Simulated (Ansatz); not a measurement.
CrCuO2:

```
CELL_PARAMETERS angstrom
1.48670 0.85835 5.70000
-1.48670 0.85835 5.70000
0.00000 -1.71669 5.70000
ATOMIC_POSITIONS crystal
Cu 0.00000 0.00000 0.00000
Cr 0.50000 0.50000 0.50000
O 0.89208 0.89208 0.89208
O 0.10792 0.10792 0.10792
```

Base run:

* Program: Ansatz 0.2.0
* Functional: PBEsol
* Potentials or basis: all-electron LAPW, scalar-relativistic
* Cutoff: 457 eV (chosen from the basis error)
* Basis error allowed: 0.002 eV/atom
* k mesh: 10 × 10 × 10
* Occupations: fermi-dirac, width 0.05 eV
* Spin: collinear spin, ferromagnetic start
* Starting moments: [0.6, 3.0, 0.0, 0.0] μB

Its results: band gap on the k mesh 0.99 eV, indirect (least direct gap 1.13 eV); pressure -3.6 GPa; net moment 3.00 μB per cell; site moments Cu +0.02; Cr +2.59; O +0.00 μB; largest force 0.067 eV/Å.

Problem. The run is repeated on the same cell with these changes: potentials or basis from all-electron LAPW, scalar-relativistic to all-electron LAPW, non-relativistic. What comes out?

Solution. Band gap on the k mesh 0.98 eV, indirect (least direct gap 1.13 eV); pressure -1.8 GPa; net moment 3.00 μB per cell; site moments Cu +0.02; Cr +2.59; O +0.00 μB; largest force 0.180 eV/Å.

Caveats: only a ferromagnetic start was run, and an antiferromagnetic order may lie lower in energy.
